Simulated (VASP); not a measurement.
# ZnSe in VASP: work function with PBEsol

Aim: the work function of ZnSe with PBEsol.

All numbers are computed with VASP 6.6.1; they aren't measurements. Logs are shortened: lines on timing, memory, paths and dates and some standing lists are left out, and cuts for length are marked.

## 1. Starting point

The cell holds a slab with vacuum, 10 atoms: a = 5.668 Å, b = 4.008 Å, c = 24.015 Å, α = 90.00°, β = 90.00°, γ = 90.00°.

## 2. Work function, PBEsol

File INCAR:

```
SYSTEM = ZnSe
PREC = Accurate ; ENCUT = 520
EDIFF = 1E-6 ; ISMEAR = 0
SIGMA = 0.05 ; LREAL = .FALSE.
LASPH = .TRUE. ; NELM = 60
ALGO = Fast ; ISIF = 2
LWAVE = .FALSE. ; LCHARG = .TRUE.
LDIPOL = .TRUE. ; IDIPOL = 3
DIPOL = 0.5 0.5 0.500 ; GGA = PS
LVHAR = .TRUE. ; LVACPOTAV = .TRUE.
KPAR = 8
```

File KPOINTS:

```
Automatic mesh
0
G
  4 6 1
  0 0 0
```

File POSCAR:

```
ZnSe                                    
1.0
    5.6676000000      0.0000000000      0.0000000000
    0.0000000000      4.0075983930      0.0000000000
    0.0000000000      0.0000000000     24.0151967860
  Zn              Se            
     5     5
Direct
     0.5558511252790036    0.5000000000000000    0.3547343612308059
     0.9778830247755640    0.0000000000000000    0.4140036181212093
     0.4831641095744386    0.5000000000000000    0.5000000000000000
     0.9778830247755640    0.0000000000000000    0.5859963818787908
     0.5558511252790036    0.5000000000000000    0.6452656387691937
     0.7528758819967661    1.0000000000000000    0.3279473326287162
     0.2287778004888545    0.5000000000000000    0.4176687190718472
     0.7360602253451858    1.0000000000000000    0.5000000000000000
     0.2287778004888545    0.5000000000000000    0.5823312809281528
     0.7528758819967661    1.0000000000000000    0.6720526673712838
```

Potentials or basis: VASP PAW PBE potentials, release 64 (Zn, Se).

Launch:

```
$ cat potpaw_PBE.64/Zn/POTCAR potpaw_PBE.64/Se/POTCAR > POTCAR
$ mpirun -np 8 vasp_std > vasp.out
```

OUTCAR:

```text
SYSTEM = ZnSe
   PREC = Accurate
   ENCUT = 520
   EDIFF = 1E-6
   ISMEAR = 0
   LREAL = .FALSE.
   LASPH = .TRUE.
   NELM = 60
   ISIF = 2
   GGA = PS

 ion  position               nearest neighbor table
   1  0.556  0.500  0.355-   6 2.38   6 2.38   7 2.39
   2  0.978  0.000  0.414-   6 2.43   7 2.46   7 2.46   8 2.48
   3  0.483  0.500  0.500-   7 2.45   9 2.45   8 2.46   8 2.46
   4  0.978  0.000  0.586-  10 2.43   9 2.46   9 2.46   8 2.48
   5  0.556  0.500  0.645-  10 2.38  10 2.38   9 2.39
   6  0.753  0.000  0.328-   1 2.38   1 2.38   2 2.43
   7  0.229  0.500  0.418-   1 2.39   3 2.45   2 2.46   2 2.46
   8  0.736  0.000  0.500-   3 2.46   3 2.46   4 2.48   2 2.48
   9  0.229  0.500  0.582-   5 2.39   3 2.45   4 2.46   4 2.46
  10  0.753  0.000  0.672-   5 2.38   5 2.38   4 2.43

  LATTYP: Found a simple orthorhombic cell.
 ALAT       =     4.0075983930
 B/A-ratio  =     1.4142135624
 C/A-ratio  =     5.9924160135

  Lattice vectors:

 A1 = (   0.0000000000,  -4.0075983930,   0.0000000000)
 A2 = (   5.6676000000,   0.0000000000,   0.0000000000)
 A3 = (   0.0000000000,   0.0000000000,  24.0151967860)

Analysis of symmetry for initial positions (statically):
=====================================================================
 Subroutine PRICEL returns:
 Original cell was already a primitive cell.

 Routine SETGRP: Setting up the symmetry group for a
 simple orthorhombic supercell.

 Subroutine GETGRP returns: Found  4 space group operations
 (whereof  4 operations were pure point group operations)
 out of a pool of  8 trial point group operations.

The static configuration has the point symmetry C_2v.

Analysis of symmetry for dynamics (positions and initial velocities):
=====================================================================
 Subroutine PRICEL returns:
 Original cell was already a primitive cell.

 Routine SETGRP: Setting up the symmetry group for a
 simple orthorhombic supercell.

 Subroutine GETGRP returns: Found  4 space group operations
 (whereof  4 operations were pure point group operations)
 out of a pool of  8 trial point group operations.

The dynamic configuration has the point symmetry C_2v.

 Subroutine INISYM returns: Found  4 space group operations
 (whereof  4 operations are pure point group operations),
 and found     1 'primitive' translations

----------------------------------------------------------------------------------------

                                     Primitive cell

  volume of cell :     545.4683

  direct lattice vectors                    reciprocal lattice vectors
     5.667600000  0.000000000  0.000000000     0.176441527  0.000000000  0.000000000
     0.000000000  4.007598393  0.000000000     0.000000000  0.249526001  0.000000000
     0.000000000  0.000000000 24.015196786     0.000000000  0.000000000  0.041640300

  length of vectors
     5.667600000  4.007598393 24.015196786     0.176441527  0.249526001  0.041640300

  position of ions in fractional coordinates (direct lattice)
     0.555851125  0.500000000  0.354734361
     0.977883025  0.000000000  0.414003618
     0.483164110  0.500000000  0.500000000
     0.977883025  0.000000000  0.585996382
     0.555851125  0.500000000  0.645265639
     0.752875882  0.000000000  0.327947333
     0.228777800  0.500000000  0.417668719
     0.736060225  0.000000000  0.500000000
     0.228777800  0.500000000  0.582331281
     0.752875882  0.000000000  0.672052667

  ion indices of the primitive-cell ions
   primitive index   ion index
                 1           1
                 2           2
                 3           3
                 4           4
                 5           5
                 6           6
                 7           7
                 8           8
                 9           9
                10          10

----------------------------------------------------------------------------------------

 KPOINTS: Automatic mesh

Automatic generation of k-mesh.
 Grid dimensions read from file:
 generate k-points for:    4    6    1

 Generating k-lattice:

  Cartesian coordinates                     Fractional coordinates (reciprocal lattice)
     0.044110382  0.000000000  0.000000000     0.250000000  0.000000000  0.000000000
     0.000000000  0.041587667  0.000000000     0.000000000  0.166666667  0.000000000
     0.000000000  0.000000000  0.041640300     0.000000000  0.000000000  1.000000000

  Length of vectors
     0.044110382  0.041587667  0.041640300

  Shift w.r.t. Gamma in fractional coordinates (k-lattice)
     0.000000000  0.000000000  0.000000000

 Subroutine IBZKPT returns following result:
 ===========================================

 Found     12 irreducible k-points:

 Following reciprocal coordinates:
            Coordinates               Weight
  0.000000  0.000000  0.000000      1.000000
  0.250000  0.000000  0.000000      2.000000
  0.500000  0.000000  0.000000      1.000000
  0.000000  0.166667  0.000000      2.000000
  0.250000  0.166667  0.000000      4.000000
  0.500000  0.166667  0.000000      2.000000
  0.000000  0.333333  0.000000      2.000000
  0.250000  0.333333  0.000000      4.000000
  0.500000  0.333333  0.000000      2.000000
  0.000000  0.500000  0.000000      1.000000
  0.250000  0.500000  0.000000      2.000000
  0.500000  0.500000  0.000000      1.000000
   k-points           NKPTS =     12   k-points in BZ     NKDIM =     12   number of bands    NBANDS=     54
   number of dos      NEDOS =    301   number of ions     NIONS =     10
   total plane-waves  NPLWV = 226800
   dimension x,y,z NGX =    42 NGY =   30 NGZ =  180
   dimension x,y,z NGXF=    84 NGYF=   60 NGZF=  360
   ions per type =               5   5
   NGX,Y,Z   is equivalent  to a cutoff of  12.32, 12.44, 12.46 a.u.
   NGXF,Y,Z  is equivalent  to a cutoff of  24.64, 24.89, 24.92 a.u.
 SYSTEM =  ZnSe
   PREC   = accura    normal or accurate (medium, high low for compatibility)
   ISTART =      0    job   : 0-new  1-cont  2-samecut
   ICHARG =      2    charge: 1-file 2-atom 10-const
   ISPIN  =      1    spin polarized calculation?
   LNONCOLLINEAR =      F non collinear calculations
   LSORBIT =      F    spin-orbit coupling
   LASPH  =      T    aspherical Exc in radial PAW
   ENCUT  =  520.0 eV  38.22 Ry    6.18 a.u.  10.54  7.45 44.65*2*pi/ulx,y,z
   NELM   =     60;   NELMIN=  2; NELMDL= -5     # of ELM steps
   EDIFF  = 0.1E-05   stopping-criterion for ELM
   LREAL  =      F    real-space projection
   EDIFFG = 0.1E-04   stopping-criterion for IOM
   NSW    =      0    number of steps for IOM
   IBRION =     -1    ionic relax: 0-MD 1-quasi-New 2-CG
   NFREE  =      0    steps in history (QN), initial steepest desc. (CG)
   ISIF   =      2    stress and relaxation
   ISYM   =      2    0-nonsym 1-usesym 2-fastsym
   POTIM  = 0.5000    time-step for ionic-motion
   TEBEG  =    0.0;   TEEND  =   0.0 temperature during run
   PSTRESS=    0.0 pullay stress
   NELECT =      90.0000    total number of electrons
   NUPDOWN=      -1.0000    fix difference up-down
   EMIN   =  10.00;   EMAX   =-10.00  energy-range for DOS
   EFERMI =   0.00;   METHOD = LEGACY
   ISMEAR =     0;   SIGMA  =   0.05  broadening in eV -4-tet -1-fermi 0-gaus
   EFERMI_NEDOS =   21; number of points for ismear=-14 and -15
   IALGO  =     68    algorithm
   IMIX   =      4    mixing-type and parameters
     AMIX     =   0.40;   BMIX     =  1.00
     AMIX_MAG =   1.60;   BMIX_MAG =  1.00
  volume/ion in A,a.u.               =      54.55       368.10
  Fermi-wavevector in a.u.,A,eV,Ry     =   0.897909  1.696803 10.969577  0.806241
  Thomas-Fermi vector in A             =   2.020553
   LORBIT       =      0    0 simple, 1 ext, 2 COOP (PROOUT), +10 PAW based schemes
   GGA     = PS    functional components
   LHFCALC =     F    Hartree Fock is set to
   AEXX    =    0.0000 exact exchange contribution
   IVDW    =     0    specifies the selected vdW correction
   LEPSILON=     F    determine dielectric tensor
   LRPA    =     F    only Hartree local field effects (RPA)
 non-spin polarized calculation
 RMM-DIIS sequential band-by-band and
 Gauss-broadening in eV      SIGMA  =   0.05
  energy-cutoff  :      520.00
  volume of cell :      545.47
 maximum number of plane-waves:     14742
   NGX = 21   NGY = 15   NGZ = 89

 number of electron      90.0000080 magnetization

 dipolmoment           0.000000      0.000000     -0.000000 electrons x Angstroem

 Free energy of the ion-electron system (eV)
  ---------------------------------------------------
  ext. energy  EPLUGINS =         0.00000000
  ---------------------------------------------------
  free energy    TOTEN  =       -32.68732672 eV

  energy without entropy =      -32.68732672  energy(sigma->0) =      -32.68732672

 E-fermi :  -2.4743     XC(G=0):  -4.4641

 val. band max:       -2.7207993748   @ k =   0.0000   0.0000   0.0000
 cond. band min:      -0.9461980371   @ k =   0.0000   0.0000   0.0000
 fundamental gap:      1.7746013377
 Fermi energy:        -2.4743317858

 k-point     1 :       0.0000    0.0000    0.0000
  band No.  band energies     occupation
      1     -15.8632      2.00000
      2     -15.5012      2.00000
      3     -15.0092      2.00000
      4     -14.7932      2.00000
      5     -14.7798      2.00000
      6      -9.3462      2.00000
[... 46 lines left out ...]
     53       2.4219      0.00000
     54       2.7138      0.00000

 k-point     2 :       0.2500    0.0000    0.0000
  band No.  band energies     occupation
      1     -15.7412      2.00000
      2     -15.4320      2.00000
      3     -15.0781      2.00000
      4     -14.8738      2.00000
      5     -14.8512      2.00000
      6      -9.3451      2.00000
[... 46 lines left out ...]
     53       2.2621      0.00000
     54       2.8807      0.00000

 k-point     3 :       0.5000    0.0000    0.0000
  band No.  band energies     occupation
      1     -15.5026      2.00000
      2     -15.3383      2.00000
      3     -15.3126      2.00000
      4     -14.9473      2.00000
      5     -14.9047      2.00000
      6      -9.3442      2.00000
[... 46 lines left out ...]
     53       2.2255      0.00000
     54       3.0599      0.00000
[... 400 lines left out ...]
 k-point    11 :       0.2500    0.5000    0.0000
  band No.  band energies     occupation
      1     -15.2236      2.00000
      2     -15.0715      2.00000
      3     -15.0057      2.00000
      4     -14.6125      2.00000
      5     -14.5835      2.00000
      6      -9.2717      2.00000
[... 46 lines left out ...]
     53       1.9279      0.00000
     54       3.2121      0.00000

 k-point    12 :       0.5000    0.5000    0.0000
  band No.  band energies     occupation
      1     -15.2126      2.00000
      2     -15.0645      2.00000
      3     -14.9983      2.00000
      4     -14.6085      2.00000
      5     -14.5807      2.00000
      6      -9.2390      2.00000
[... 46 lines left out ...]
     53       2.9329      0.00000
     54       3.1779      0.00000

------------------------ aborting loop because EDIFF is reached ----------------------------------------

  FORCE on cell =-STRESS in cart. coord.  units (eV):
  Direction    XX          YY          ZZ          XY          YZ          ZX
  --------------------------------------------------------------------------------------
  -------------------------------------------------------------------------------------
  Total       -0.8924291     -2.1134318     -0.0436524      0.0000000      0.0000000      0.0000000
  in kB       -2.6212883     -6.2076795     -0.1282181      0.0000000      0.0000000      0.0000000
  external PRESSURE =      -2.9857286 kB  Pullay stress =       0.0000000 kB

 VOLUME and BASIS-vectors are now :
 -----------------------------------------------------------------------------
  energy-cutoff  :      520.00
  volume of cell :      545.47
      direct lattice vectors                 reciprocal lattice vectors
     5.667600000  0.000000000  0.000000000     0.176441527  0.000000000  0.000000000
     0.000000000  4.007598393  0.000000000     0.000000000  0.249526001  0.000000000
     0.000000000  0.000000000 24.015196786     0.000000000  0.000000000  0.041640300

 POSITION                                       TOTAL-FORCE (eV/Angst)
 -----------------------------------------------------------------------------------
      3.15034      2.00380      8.51902         0.003271     -0.000000      0.014085
      5.54225      0.00000      9.94238        -0.007820      0.000000      0.002671
      2.73838      2.00380     12.00760         0.001538      0.000000      0.000000
      5.54225      0.00000     14.07282        -0.007820      0.000000     -0.002671
      3.15034      2.00380     15.49618         0.003271     -0.000000     -0.014085
      4.26700      0.00000      7.87572        -0.003392      0.000000     -0.008583
      1.29662      2.00380     10.03040         0.004417      0.000000      0.003715
      4.17169      0.00000     12.00760         0.005510      0.000000      0.000000
      1.29662      2.00380     13.98480         0.004417      0.000000     -0.003715
      4.26700      0.00000     16.13948        -0.003392      0.000000      0.008583
 -----------------------------------------------------------------------------------
    total drift:                                0.002454      0.000000     -0.000015

  FREE ENERGIE OF THE ION-ELECTRON SYSTEM (eV)
  ---------------------------------------------------
  free  energy   TOTEN  =       -32.6873267178 eV

  energy  without entropy=      -32.6873267178  energy(sigma->0) =      -32.68732672

 vacuum level on the upper side and lower side of the slab         2.975         2.975
```

Wall time 2.4 min (8 MPI ranks of Intel Xeon Platinum 8488C (Sapphire Rapids), shared host); peak memory 0.65 GiB.

Results:

* Free energy: -32.6873 eV
* Largest force: 0.014 eV/Å
* Band gap on the k mesh: 1.77 eV, direct
* Ionisation potential of the upper face: 5.70 eV

Forces in eV/Å, atoms in the order of the input:
```
Zn   0.003  0.000  0.014
Zn  -0.008  0.000  0.003
Zn   0.002  0.000  0.000
Zn  -0.008  0.000 -0.003
Zn   0.003  0.000 -0.014
Se  -0.003  0.000 -0.009
Se   0.004  0.000  0.004
Se   0.006  0.000  0.000
Se   0.004  0.000 -0.004
Se  -0.003  0.000  0.009
```

Levels at points of the mesh, in eV from the valence-band top:
```
           k point  band 41  band 42  band 43  band 44  band 45  band 46  band 47  band 48  band 49  band 50
(0.00, 0.00, 0.00)    -0.80    -0.42    -0.29    -0.23     0.00     1.77     2.80     2.98     3.47     3.59
(0.50, 0.00, 0.00)    -0.93    -0.89    -0.76    -0.67    -0.67     2.72     2.73     3.18     3.33     3.65
(0.00, 0.50, 0.00)    -1.55    -1.51    -1.29    -1.24    -0.81     2.30     3.15     3.48     3.76     3.83
(0.50, 0.50, 0.00)    -1.55    -1.43    -1.17    -0.72    -0.71     2.69     3.37     3.71     4.40     4.45
```

Caveat: the PAW data sets were made with another functional, which shifts forces and pressure a little.
